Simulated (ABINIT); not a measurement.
The system is Pd.

```xyz
2
Lattice="2.7837 0.0000 0.0000 -1.3918 2.4107 0.0000 0.0000 0.0000 4.6289" Properties=species:S:1:pos:R:3 pbc="T T T"
Pd    0.0000    1.6071    1.1572
Pd    1.3918    0.8036    3.4717
```

This isn't the form of Pd at room conditions, which is fcc.

Program: ABINIT 10.8.3 (patched build). Alike in all runs: task single point; potentials or basis JTH PAW PBE v2.0; no spin polarisation; cell as given; k mesh 11 × 11 × 6; cutoff (eV) 707; smearing fermi-dirac 0.05 eV.

Q: Order these runs on this cell by their pressure, lowest first.
A. level r2SCAN
B. level PW91
C. level RPBE
D. level WC
E. level BLYP

A: D (-9.5 GPa), A (-3.8 GPa), B (-1.8 GPa), C (2.6 GPa), E (8.4 GPa).

Caveats: the PAW data sets were made with another functional, which shifts forces and pressure a little.
